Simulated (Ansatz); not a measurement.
# GaAs (F-43m) in Ansatz: further runs

Runs on GaAs. Level: rPW86-PBE. Tasks: single point, equation of state.

Everything below comes from runs of Ansatz 0.2.0. Logs are shortened: lines on timing, memory, paths and dates and some standing lists are left out, and cuts for length are marked.

## Step 1: The crystal as given

Symmetry: F-43m, No. 216, cubic system. Conventional cell: a = 5.654 Å, b = 5.654 Å, c = 5.654 Å, α = 90.00°, β = 90.00°, γ = 90.00°. As (site symmetry -43m) has 4 Ga at 2.45 Å as nearest neighbours. Around Ga (site symmetry -43m) lie 4 As at 2.45 Å.

## Step 2: Single point, rPW86-PBE, 21.23 Å³/atom (volume scaled by 0.94)

File input.yaml:

```yaml
crystal:
  lattice:
    - [0.0, 2.7691429914, 2.7691429914]
    - [2.7691429914, 0.0, 2.7691429914]
    - [2.7691429914, 2.7691429914, 0.0]
  atoms:
    - { symbol: As, position: [0.75, 0.75, 0.75] }
    - { symbol: Ga, position: [0.0, 0.0, 0.0] }
hamiltonian:
  xc: { exchange: rpw86, correlation: pbe }
  pseudopotentials: { kind: paw }
kpoints:
  mp_grid: { grid: [8, 8, 8] }
scf:
  occupations: { method: fermi_dirac, width: 0.05 }
output:
  forces: true
  stress: true
  eigenvalues: true
  write_density: true
  write_potential: true
  elf: true
  volumetric_format: npy
```

Potentials or basis: Ansatz PAW.

Command:

```console
ansatz run input.yaml --threads 2 --pin off --max-ram 5120MiB --backend cpu --events-out ev --progress --plain --runs-dir out
```

Output:

```text
Warning: RAYON_NUM_THREADS=2 ignored (pool sized by the plan → 2); use --threads N
Engine: ansatz 0.2.0, aarch64-unknown-linux-gnu
Pseudopotentials: kind: paw
Pseudopotential: As, paw, valence charge 15, recommended cutoff 420 eV (normal), As.paw.azcp
Pseudopotential: Ga, paw, valence charge 13, recommended cutoff 420 eV (normal), Ga.paw.azcp
Functional definition: unnamed
  exchange = rpw86_x
  correlation = pbe_c
Crystal: 2 atoms, lattice volume = 42.468 Å³
Basis set: ecut = 420 eV, 869 PW (Γ), exchange–correlation on 54×54×54 points (8 copies of the dense FFT grid, shifted against one another)
Bands: 18, of which v1, the nominal top of the filled ones, is band 14 counted from 1 (13 counted from 0)
Symmetry: 24 space group operations
Space group: F-43m (ITA 216), of the structure as read, at distance tolerance 3.5e-5 Å
k-points: 29 of 512 (time reversal used)
Non-local potential: As, projectors of the file, l = 0: 2, l = 1: 2, l = 2: 3, l = 3: 1
Non-local potential: Ga, projectors of the file, l = 0: 2, l = 1: 2, l = 2: 3, l = 3: 1
PAW form: soft (Blöchl's): semilocal exchange-correlation on the pseudo side does not see the compensation charge
PAW frozen core: As, regenerated for the run's functional, and the local potential with it (the file was generated under x = pbe(κ = 0.804, μ = 0.2195149727645171), c = pbe(β = 0.06672455060314922))
PAW frozen core: Ga, regenerated for the run's functional, and the local potential with it (the file was generated under x = pbe(κ = 0.804, μ = 0.2195149727645171), c = pbe(β = 0.06672455060314922))
PAW one-centre angular grid: As, 590 points (default); XC on 64 Gauss nodes
PAW one-centre angular grid: Ga, 590 points (default); XC on 64 Gauss nodes
Initial density: superposition of atomic densities (neutral atoms: chi_scale 0, normalization atom), corrected by the library's trained network
Initial wavefunctions: pseudopotential atomic-orbital guess
Functional: x = rpw86, c = pbe(β = 0.06672455060314922)
SCF iter   1: F=—  HF=-8702.538320 eV  |F-HF|=—  |Δ(HF+E_count)|=         —  Δρ=6.74e-3  dr2=6.26e-3  ethr=1.77e-3  ⟨swp⟩=5.4  Hψ=2452  notcnv=0
preconditioner: auto → none  [insulator: Δε(μ)=0.819 eV  Ē_g=15.727 eV  σ=0.050 eV  W_gap=1.00  n_scr=14 (ndim 8)  ℏωp=24.2 eV  f_vac=0.070  D(μ)=0.00/eV (n_scr^D=0)  ε∞_Penn≈3.4]
SCF iter   2: F=—  HF=-8702.530318 eV  |F-HF|=—  |Δ(HF+E_count)|=   8.00e-3  Δρ=1.93e-3  dr2=1.49e-3  ethr=2.24e-5  ⟨swp⟩=2.0  Hψ=1276  notcnv=0
SCF iter   3: F=—  HF=-8702.529729 eV  |F-HF|=—  |Δ(HF+E_count)|=   5.89e-4  Δρ=1.09e-3  dr2=1.88e-4  ethr=5.33e-6  ⟨swp⟩=2.0  Hψ=783  notcnv=0
SCF iter   4: F=—  HF=-8702.529664 eV  |F-HF|=—  |Δ(HF+E_count)|=   6.52e-5  Δρ=2.78e-4  dr2=2.03e-5  ethr=6.71e-7  ⟨swp⟩=2.0  Hψ=783  notcnv=0
SCF iter   5: F=—  HF=-8702.529665 eV  |F-HF|=—  |Δ(HF+E_count)|=   4.63e-7  Δρ=8.13e-5  dr2=1.44e-6  ethr=7.25e-8  ⟨swp⟩=2.0  Hψ=926  notcnv=0
SCF iter   6: F=-8702.529665 eV  HF=-8702.529665 eV  |F-HF|=4.09e-9  |Δ(HF+E_count)|=   3.78e-7  Δρ=7.59e-6  dr2=9.30e-9  ethr=3.57e-10  ⟨swp⟩=6.1  Hψ=3201  notcnv=0
SCF 1 converged in 6 iterations: F = -8702.529665 eV  dr2 = 9.30e-9
SCF converged after 6 iterations
Free energy (F): -8702.529665 eV
Harris-Foulkes:  -8702.529665 eV  (|F-HF|=4.09e-9)
Internal energy: -8702.529663 eV  (E = F + TS)
E sigma→0 (E₀):  -8702.529664 eV
Entropy (-TS):   -0.000002 eV (-0.001 meV/atom)
Fermi energy:    9.603700 eV
--- Per-component energies (eV) ---
  E_band       = -287.282335
  E_kinetic    = 222.527333
  E_local      = -3817.173687  (includes V_loc(G=0)·N_el)
  E_nonlocal   = -251.755318
  E_hartree    = 1939.338991
  E_xc         = -151.653125
  E_vxc        = -139.240594  (∫ρ·V_xc dr)
  E_paw        = -3887.079589  (= ΣΔE_a)
  E_vpaw       = -180.320269  (= ΣTr[D̂ρ^β])
  E_aug_tail   = -0.000139  (compensation charges beyond the density's cutoff)
  E_ewald      = -2754.967391
  E_core_change = -1.766739  (= ΣΔE_core)
  E_smearing   = -0.000002  (= −TS)
  E_closure    = -0.000000  (closes the sum)
  Σ components = -8702.529665   (vs F -8702.529665, Δ=0.00e0)
--- Forces (eV/Å), atoms counted from 1 ---
  atom   1  As     0.00000000     0.00000000     0.00000000
  atom   2  Ga    -0.00000000     0.00000000     0.00000000
  max |Σ_I F_I| component: 2.01e-16 eV/Å
--- Stress (GPa, compression-positive) ---
       12.019593       0.000000      -0.000000
        0.000000      12.019593       0.000000
       -0.000000       0.000000      12.019593
  P = ⅓ Tr σ = 12.0196 GPa (120.196 kbar)
--- Band table (eV; the first three rows and the last of 29) ---
  k-point 0: bands = ["-25.9498", "-25.9498", "-25.9498", "-25.9390", "-25.9390", "-5.7337", "-5.7337", "-5.7337", "-5.6395", "-5.6395", "-4.0699", "9.1628", "9.1628", "9.1628", "9.9884", "12.9316", "12.9316", "12.9316"]
  k-point 1: bands = ["-25.9498", "-25.9496", "-25.9496", "-25.9390", "-25.9390", "-5.7538", "-5.7293", "-5.7293", "-5.6398", "-5.6398", "-3.8691", "7.1783", "8.9041", "8.9041", "10.9658", "13.3053", "13.3053", "13.4869"]
  k-point 2: bands = ["-25.9496", "-25.9492", "-25.9492", "-25.9389", "-25.9389", "-5.7951", "-5.7197", "-5.7197", "-5.6392", "-5.6392", "-3.3113", "4.8641", "8.4256", "8.4256", "10.7528", "13.8507", "13.8507", "15.3969"]
  k-point 28: bands = ["-25.9494", "-25.9489", "-25.9474", "-25.9392", "-25.9382", "-5.8640", "-5.6940", "-5.6801", "-5.6522", "-5.6357", "-1.2364", "2.2132", "5.3654", "5.5545", "13.9791", "14.0289", "14.7740", "15.2912"]
```

Run time: 1.3 s. Hardware: 2 threads of Arm Neoverse V2, shared host; peak memory 0.32 GiB.

What came out:

```
Free energy            : -8702.5297 eV
Pressure               : 12.0 GPa
Band gap on the k mesh : 0.83 eV, direct
```

Caveat: the PAW data sets come from PBE, with cores solved anew for the run's functional, which leaves a small shift of forces and pressure.

## Step 3: Single point, rPW86-PBE, 21.69 Å³/atom (volume scaled by 0.96)

input.yaml, as its differences from that of step 2:

```diff
@@ -2,5 +2,5 @@
   lattice:
-    - [0.0, 2.7691429914, 2.7691429914]
-    - [2.7691429914, 0.0, 2.7691429914]
-    - [2.7691429914, 2.7691429914, 0.0]
+    - [0.0, 2.7886446409, 2.7886446409]
+    - [2.7886446409, 0.0, 2.7886446409]
+    - [2.7886446409, 2.7886446409, 0.0]
   atoms:
```

Potentials or basis: Ansatz PAW.

Command:

```console
ansatz run input.yaml --threads 2 --pin off --max-ram 5120MiB --backend cpu --events-out ev --progress --plain --runs-dir out
```

It took 1.3 s on 2 threads of Arm Neoverse V2, shared host; peak memory 0.32 GiB.

The run converged. Its results:

| Property | Result |
| --- | --- |
| Free energy | -8702.5913 eV |
| Pressure | 9.9 GPa |
| Band gap on the k mesh | 0.66 eV, direct |

Caveat: the PAW data sets come from PBE, with cores solved anew for the run's functional, which leaves a small shift of forces and pressure.

## Step 4: Single point, rPW86-PBE, 22.14 Å³/atom (volume scaled by 0.98)

File input.yaml:

```yaml
crystal:
  lattice:
    - [0.0, 2.8078772807, 2.8078772807]
    - [2.8078772807, 0.0, 2.8078772807]
    - [2.8078772807, 2.8078772807, 0.0]
  atoms:
    - { symbol: As, position: [0.75, 0.75, 0.75] }
    - { symbol: Ga, position: [0.0, 0.0, 0.0] }
hamiltonian:
  xc: { exchange: rpw86, correlation: pbe }
  pseudopotentials: { kind: paw }
kpoints:
  mp_grid: { grid: [8, 8, 8] }
scf:
  occupations: { method: fermi_dirac, width: 0.05 }
output:
  forces: true
  stress: true
  eigenvalues: true
```

Command:

```console
ansatz run input.yaml --threads 2 --pin off --max-ram 5120MiB --backend cpu --events-out ev --progress --plain --runs-dir out
```

Run time: 1 s. Hardware: 2 threads of Arm Neoverse V2, shared host; peak memory 0.32 GiB.

It converged, with:

| Quantity | Value |
| --- | --- |
| Free energy | -8702.6416 eV |
| Pressure | 8.0 GPa |
| Band gap on the k mesh | 0.50 eV, direct |

Caveat: the PAW data sets come from PBE, with cores solved anew for the run's functional, which leaves a small shift of forces and pressure.

## Step 5: Single point, rPW86-PBE, 22.59 Å³/atom

input.yaml, as its differences from that of step 4:

```diff
@@ -2,5 +2,5 @@
   lattice:
-    - [0.0, 2.8078772807, 2.8078772807]
-    - [2.8078772807, 0.0, 2.8078772807]
-    - [2.8078772807, 2.8078772807, 0.0]
+    - [0.0, 2.82685, 2.82685]
+    - [2.82685, 0.0, 2.82685]
+    - [2.82685, 2.82685, 0.0]
   atoms:
```

Command:

```console
ansatz run input.yaml --threads 2 --pin off --max-ram 5120MiB --backend cpu --events-out ev --progress --plain --runs-dir out
```

It took 1 s on 2 threads of Arm Neoverse V2, shared host; peak memory 0.32 GiB.

It converged, with:

```yaml
Free_energy: -8702.6817 eV
Pressure: 6.3 GPa
Band_gap_on_the_k_mesh: 0.34 eV, direct
```

Caveat: the PAW data sets come from PBE, with cores solved anew for the run's functional, which leaves a small shift of forces and pressure.

## Step 6: Single point, rPW86-PBE, 23.04 Å³/atom (volume scaled by 1.02)

input.yaml, as its differences from that of step 5:

```diff
@@ -2,5 +2,5 @@
   lattice:
-    - [0.0, 2.82685, 2.82685]
-    - [2.82685, 0.0, 2.82685]
-    - [2.82685, 2.82685, 0.0]
+    - [0.0, 2.8455714065, 2.8455714065]
+    - [2.8455714065, 0.0, 2.8455714065]
+    - [2.8455714065, 2.8455714065, 0.0]
   atoms:
```

Potentials or basis: Ansatz PAW.

Command:

```console
ansatz run input.yaml --threads 2 --pin off --max-ram 5120MiB --backend cpu --events-out ev --progress --plain --runs-dir out
```

Wall time 1 s (2 threads of Arm Neoverse V2, shared host); peak memory 0.32 GiB.

The run converged. Its results:

| Item | Value |
| --- | --- |
| Free energy | -8702.7126 eV |
| Pressure | 4.7 GPa |
| Band gap on the k mesh | 0.19 eV, direct |

Caveat: the PAW data sets come from PBE, with cores solved anew for the run's functional, which leaves a small shift of forces and pressure.

## Step 7: Single point, rPW86-PBE, 23.49 Å³/atom (volume scaled by 1.04)

input.yaml, as its differences from that of step 6:

```diff
@@ -2,5 +2,5 @@
   lattice:
-    - [0.0, 2.8455714065, 2.8455714065]
-    - [2.8455714065, 0.0, 2.8455714065]
-    - [2.8455714065, 2.8455714065, 0.0]
+    - [0.0, 2.8640496607, 2.8640496607]
+    - [2.8640496607, 0.0, 2.8640496607]
+    - [2.8640496607, 2.8640496607, 0.0]
   atoms:
```

Command:

```console
ansatz run input.yaml --threads 2 --pin off --max-ram 5120MiB --backend cpu --events-out ev --progress --plain --runs-dir out
```

Run time: 1 s. Hardware: 2 threads of Arm Neoverse V2, shared host; peak memory 0.33 GiB.

The run converged. Its results:

* Free energy: -8702.7354 eV
* Pressure: 3.4 GPa
* Band gap on the k mesh: none (metal or under the smearing width)

Caveat: the PAW data sets come from PBE, with cores solved anew for the run's functional, which leaves a small shift of forces and pressure.

## Step 8: Single point, rPW86-PBE, 23.94 Å³/atom (volume scaled by 1.06)

input.yaml, as its differences from that of step 7:

```diff
@@ -2,5 +2,5 @@
   lattice:
-    - [0.0, 2.8640496607, 2.8640496607]
-    - [2.8640496607, 0.0, 2.8640496607]
-    - [2.8640496607, 2.8640496607, 0.0]
+    - [0.0, 2.8822925071, 2.8822925071]
+    - [2.8822925071, 0.0, 2.8822925071]
+    - [2.8822925071, 2.8822925071, 0.0]
   atoms:
@@ -19 +19,5 @@
   eigenvalues: true
+  write_density: true
+  write_potential: true
+  elf: true
+  volumetric_format: npy
```

Command:

```console
ansatz run input.yaml --threads 2 --pin off --max-ram 5120MiB --backend cpu --events-out ev --progress --plain --runs-dir out
```

Run time: 1.4 s. Hardware: 2 threads of Arm Neoverse V2, shared host; peak memory 0.33 GiB.

The run converged. Its results:

```
Free energy            : -8702.7510 eV
Pressure               : 2.2 GPa
Band gap on the k mesh : none (metal or under the smearing width)
```

Caveat: the PAW data sets come from PBE, with cores solved anew for the run's functional, which leaves a small shift of forces and pressure.

## Step 9: Equation of state, rPW86-PBE

Potentials or basis: Ansatz PAW.

This step only gathers the single runs of the series.

What came out:

- Equilibrium volume: 24.90 Å³/atom (rough: see the caveat)
- Bulk modulus: 50 GPa (rough)

Energy against volume, from the lowest point:
| volume (Å³/atom) | energy (meV/atom) |
| --- | --- |
| 21.234 | 110.67 |
| 21.686 | 79.83 |
| 22.138 | 54.69 |
| 22.590 | 34.64 |
| 23.041 | 19.19 |
| 23.493 | 7.79 |
| 23.945 | 0.00 |

Caveat: the potentials were made for another functional, which shifts forces and pressure; the minimum lies outside the volumes run.
